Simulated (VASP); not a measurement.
# NaF (I4/mmm) in VASP: electric field gradients with PBE

Aim: the electric field gradients of NaF with PBE.

All numbers are computed with VASP 6.6.1; they aren't measurements. Logs are shortened: lines on timing, memory, paths and dates and some standing lists are left out, and cuts for length are marked.

**1. The cell of the first run**

It takes space group I4/mmm (No. 139, tetragonal). Conventional cell: a = 3.353 Å, b = 3.353 Å, c = 4.461 Å, α = 90.00°, β = 90.00°, γ = 90.00°. Na (site symmetry 4/mmm) is surrounded by 6 F at 2.23 to 2.37 Å. F (site symmetry 4/mmm) has 6 Na at 2.23 to 2.37 Å as nearest neighbours.

Measurements of this composition are mostly on another form, of space group No. 225.

**2. Electric field gradients, PBE (z stretched by -4 % at fixed volume)**

Input file INCAR:

```
PREC = Accurate ; ENCUT = 520
EDIFF = 1E-8 ; ISMEAR = -1
SIGMA = 0.03 ; LREAL = False
LASPH = True ; NELM = 100
ALGO = Normal ; ISIF = 2
LWAVE = False ; LCHARG = False
GGA = PE ; LEFG = True
NBANDS = 14
```

Input file KPOINTS:

```
Automatic mesh
0
Gamma
  11 11 11
```

Input file POSCAR:

```
NaF
1.0
    0.0000000000      2.3712081332      2.2303680000
    2.3712081332      0.0000000000      2.2303680000
    2.3712081332      2.3712081332      0.0000000000
Na F
1 1
Direct
    0.0000000000      0.0000000000      0.0000000000
    0.5000000000      0.5000000000      0.5000000000
```

Potentials or basis: VASP PAW PBE potentials, release 64 (Na_pv, F).

The run is started by

```sh
cat potpaw_PBE.64/Na_pv/POTCAR potpaw_PBE.64/F/POTCAR > POTCAR
mpirun -np 1 vasp_std > vasp.out
```

OUTCAR:

```text
PREC = Accurate
   ENCUT = 520
   EDIFF = 1E-8
   ISMEAR = -1
   LREAL = False
   LASPH = True
   NELM = 100
   ISIF = 2
   GGA = PE

 ion  position               nearest neighbor table
   1  0.000  0.000  0.000-   2 2.23   2 2.23
   2  0.500  0.500  0.500-   1 2.23   1 2.23

  LATTYP: Found a body centered tetragonal cell.
 ALAT       =     3.3533947012
 C/A-ratio  =     1.3302150201

  Lattice vectors:

 A1 = (   0.0000000000,  -2.3712081332,  -2.2303680000)
 A2 = (   0.0000000000,   2.3712081332,  -2.2303680000)
 A3 = (   2.3712081332,   0.0000000000,   2.2303680000)

Analysis of symmetry for initial positions (statically):
=====================================================================
 Subroutine PRICEL returns:
 Original cell was already a primitive cell.

 Routine SETGRP: Setting up the symmetry group for a
 body centered tetragonal supercell.

 Subroutine GETGRP returns: Found 16 space group operations
 (whereof 16 operations were pure point group operations)
 out of a pool of 16 trial point group operations.

The static configuration has the point symmetry D_4h.

Analysis of symmetry for dynamics (positions and initial velocities):
=====================================================================
 Subroutine PRICEL returns:
 Original cell was already a primitive cell.

 Routine SETGRP: Setting up the symmetry group for a
 body centered tetragonal supercell.

 Subroutine GETGRP returns: Found 16 space group operations
 (whereof 16 operations were pure point group operations)
 out of a pool of 16 trial point group operations.

The dynamic configuration has the point symmetry D_4h.

 Subroutine INISYM returns: Found 16 space group operations
 (whereof 16 operations are pure point group operations),
 and found     1 'primitive' translations

----------------------------------------------------------------------------------------

                                     Primitive cell

  volume of cell :      25.0811

  direct lattice vectors                    reciprocal lattice vectors
     0.000000000  2.371208133  2.230368000    -0.210862974  0.210862974  0.224178252
     2.371208133  0.000000000  2.230368000     0.210862974 -0.210862974  0.224178252
     2.371208133  2.371208133  0.000000000     0.210862974  0.210862974 -0.224178252

  length of vectors
     3.255329388  3.255329388  3.353394701     0.373071410  0.373071410  0.373071410

  position of ions in fractional coordinates (direct lattice)
     0.000000000  0.000000000  0.000000000
     0.500000000  0.500000000  0.500000000

  ion indices of the primitive-cell ions
   primitive index   ion index
                 1           1
                 2           2

----------------------------------------------------------------------------------------

 KPOINTS: Automatic mesh

Automatic generation of k-mesh.
 Grid dimensions read from file:
 generate k-points for:   11   11   11

 Generating k-lattice:

  Cartesian coordinates                     Fractional coordinates (reciprocal lattice)
    -0.019169361  0.019169361  0.020379841     0.090909091 -0.000000000  0.000000000
     0.019169361 -0.019169361  0.020379841    -0.000000000  0.090909091  0.000000000
     0.019169361  0.019169361 -0.020379841     0.000000000  0.000000000  0.090909091

  Length of vectors
     0.033915583  0.033915583  0.033915583

  Shift w.r.t. Gamma in fractional coordinates (k-lattice)
     0.000000000  0.000000000  0.000000000

 Subroutine IBZKPT returns following result:
 ===========================================

 Found    126 irreducible k-points:

 Following reciprocal coordinates:
            Coordinates               Weight
  0.000000  0.000000  0.000000      1.000000
  0.090909 -0.000000  0.000000      8.000000
  0.181818 -0.000000  0.000000      8.000000
  0.272727  0.000000  0.000000      8.000000
  0.363636 -0.000000  0.000000      8.000000
  0.454545 -0.000000  0.000000      8.000000
[... 16 lines left out ...]
 -0.272727  0.181818  0.000000      8.000000
 -0.181818  0.181818  0.000000      4.000000
 [... further k-points ...]
   k-points           NKPTS =    126   k-points in BZ     NKDIM =    126   number of bands    NBANDS=     14
   number of dos      NEDOS =    301   number of ions     NIONS =      2
   total plane-waves  NPLWV =  16128
   dimension x,y,z NGX =    24 NGY =   24 NGZ =   28
   dimension x,y,z NGXF=    48 NGYF=   48 NGZF=   56
   ions per type =               1   1
   NGX,Y,Z   is equivalent  to a cutoff of  12.26, 12.26, 13.88 a.u.
   NGXF,Y,Z  is equivalent  to a cutoff of  24.51, 24.51, 27.76 a.u.
 SYSTEM =  unknown system
   PREC   = accura    normal or accurate (medium, high low for compatibility)
   ISTART =      0    job   : 0-new  1-cont  2-samecut
   ICHARG =      2    charge: 1-file 2-atom 10-const
   ISPIN  =      1    spin polarized calculation?
   LNONCOLLINEAR =      F non collinear calculations
   LSORBIT =      F    spin-orbit coupling
   LASPH  =      T    aspherical Exc in radial PAW
   ENCUT  =  520.0 eV  38.22 Ry    6.18 a.u.   6.05  6.05  6.24*2*pi/ulx,y,z
   NELM   =    100;   NELMIN=  2; NELMDL= -5     # of ELM steps
   EDIFF  = 0.1E-07   stopping-criterion for ELM
   LREAL  =      F    real-space projection
   EDIFFG = 0.1E-06   stopping-criterion for IOM
   NSW    =      0    number of steps for IOM
   IBRION =     -1    ionic relax: 0-MD 1-quasi-New 2-CG
   NFREE  =      0    steps in history (QN), initial steepest desc. (CG)
   ISIF   =      2    stress and relaxation
   ISYM   =      2    0-nonsym 1-usesym 2-fastsym
   POTIM  = 0.5000    time-step for ionic-motion
   TEBEG  =    0.0;   TEEND  =   0.0 temperature during run
   PSTRESS=    0.0 pullay stress
   NELECT =      14.0000    total number of electrons
   NUPDOWN=      -1.0000    fix difference up-down
   EMIN   =  10.00;   EMAX   =-10.00  energy-range for DOS
   EFERMI =   0.00;   METHOD = LEGACY
   ISMEAR =    -1;   SIGMA  =   0.03  broadening in eV -4-tet -1-fermi 0-gaus
   EFERMI_NEDOS =   21; number of points for ismear=-14 and -15
   IALGO  =     38    algorithm
   IMIX   =      4    mixing-type and parameters
     AMIX     =   0.40;   BMIX     =  1.00
     AMIX_MAG =   1.60;   BMIX_MAG =  1.00
  volume/ion in A,a.u.               =      12.54        84.63
  Fermi-wavevector in a.u.,A,eV,Ry     =   1.347935  2.547227 24.720809  1.816928
  Thomas-Fermi vector in A             =   2.475645
   LORBIT       =      0    0 simple, 1 ext, 2 COOP (PROOUT), +10 PAW based schemes
   GGA     = PE    functional components
   LHFCALC =     F    Hartree Fock is set to
   AEXX    =    0.0000 exact exchange contribution
   IVDW    =     0    specifies the selected vdW correction
   LEPSILON=     F    determine dielectric tensor
   LRPA    =     F    only Hartree local field effects (RPA)
 non-spin polarized calculation
  energy-cutoff  :      520.00
  volume of cell :       25.08
 maximum number of plane-waves:       688
   NGX = 13   NGY = 13   NGZ = 13

 number of electron      13.9999991 magnetization

 Free energy of the ion-electron system (eV)
  ---------------------------------------------------
  ext. energy  EPLUGINS =         0.00000000
  ---------------------------------------------------
  free energy    TOTEN  =        -8.54602356 eV

  energy without entropy =       -8.54602356  energy(sigma->0) =       -8.54602356

 E-fermi :  -1.3817     XC(G=0):  -9.1107

 val. band max:       -2.1192424613   @ k =   0.0000   0.0000   0.0000
 cond. band min:       4.1286150585   @ k =   0.0000   0.0000   0.0000
 fundamental gap:      6.2478575198
 Fermi energy:        -1.3816539816

 k-point     1 :       0.0000    0.0000    0.0000
  band No.  band energies     occupation
      1     -21.2845      2.00000
      2     -21.0847      2.00000
      3     -21.0847      2.00000
      4     -21.0650      2.00000
      5      -2.1244      2.00000
      6      -2.1192      2.00000
      7      -2.1192      2.00000
      8       4.1286      0.00000
      9      16.6942      0.00000
     10      16.6942      0.00000
     11      17.1144      0.00000
     12      19.6864      0.00000
     13      20.9452      0.00000
     14      22.7392      0.00000
[... 377 lines left out ...]
      1     -21.6613      2.00000
      2     -21.0997      2.00000
      3     -21.0938      2.00000
      4     -20.6155      2.00000
      5      -3.0370      2.00000
      6      -2.4162      2.00000
      7      -2.2854      2.00000
      8       6.5719      0.00000
      9      12.9535      0.00000
     10      16.2142      0.00000
     11      18.4410      0.00000
     12      18.4420      0.00000
     13      20.7815      0.00000
     14      24.4213      0.00000

 [... further k-points ...]

------------------------ aborting loop because EDIFF is reached ----------------------------------------

  FORCE on cell =-STRESS in cart. coord.  units (eV):
  Direction    XX          YY          ZZ          XY          YZ          ZX
  --------------------------------------------------------------------------------------
  -------------------------------------------------------------------------------------
  Total        0.0161983      0.0161983      0.9439900      0.0000000      0.0000000     -0.0000000
  in kB        1.0347450      1.0347450     60.3020511      0.0000000      0.0000000     -0.0000000
  external PRESSURE =      20.7905137 kB  Pullay stress =       0.0000000 kB

 VOLUME and BASIS-vectors are now :
 -----------------------------------------------------------------------------
  energy-cutoff  :      520.00
  volume of cell :       25.08
      direct lattice vectors                 reciprocal lattice vectors
     0.000000000  2.371208133  2.230368000    -0.210862974  0.210862974  0.224178252
     2.371208133  0.000000000  2.230368000     0.210862974 -0.210862974  0.224178252
     2.371208133  2.371208133  0.000000000     0.210862974  0.210862974 -0.224178252

 POSITION                                       TOTAL-FORCE (eV/Angst)
 -----------------------------------------------------------------------------------
      0.00000      0.00000      0.00000        -0.000000      0.000000      0.000000
      2.37121      2.37121      2.23037         0.000000     -0.000000     -0.000000
 -----------------------------------------------------------------------------------
    total drift:                                0.000000     -0.000000      0.000000

  FREE ENERGIE OF THE ION-ELECTRON SYSTEM (eV)
  ---------------------------------------------------
  free  energy   TOTEN  =        -8.5460235628 eV

  energy  without entropy=       -8.5460235628  energy(sigma->0) =       -8.54602356

 Electric field gradients (V/A^2)
---------------------------------------------------------------------
 ion       V_xx      V_yy      V_zz      V_xy      V_xz      V_yz
---------------------------------------------------------------------
   1       5.022     5.022   -10.043    -0.003    -0.005    -0.005
   2       2.710     2.710    -5.421    -0.000     0.006     0.006
---------------------------------------------------------------------

 Electric field gradients after diagonalization (V/A^2)
 (convention: |V_zz| > |V_xx| > |V_yy|)
----------------------------------------------------------------------
 ion       V_xx      V_yy      V_zz     asymmetry (V_yy - V_xx)/ V_zz
----------------------------------------------------------------------
   1       5.024     5.019   -10.043       0.001
   2       2.711     2.710    -5.421       0.000
----------------------------------------------------------------------

           NMR quadrupolar parameters

 Cq : quadrupolar parameter    Cq=e*Q*V_zz/h
 eta: asymmetry parameters     (V_yy - V_xx)/ V_zz
 Q  : nuclear electric quadrupole moment in mb (millibarn)
----------------------------------------------------------------------
 ion       Cq(MHz)       eta       Q (mb)
----------------------------------------------------------------------
   1      -0.024       0.001       1.000
   2      -0.013       0.000       1.000
----------------------------------------------------------------------
```

Run time: 16 s. Hardware: 1 thread of Intel Xeon 6975P-C (Granite Rapids), shared host; peak memory 0.16 GiB.

Results:

| Property | Result |
| --- | --- |
| Free energy | -8.5460 eV |
| Pressure | 2.1 GPa |
| Band gap on the k mesh | 6.25 eV, direct |

Electric field gradients, principal values (V/Å²):
```csv
atom,Vxx,Vyy,Vzz
1 Na,5.019,5.024,-10.043
2 F,2.710,2.711,-5.421
```

Caveat: an odd mesh through Γ misses points on the zone boundary, where band edges often lie.
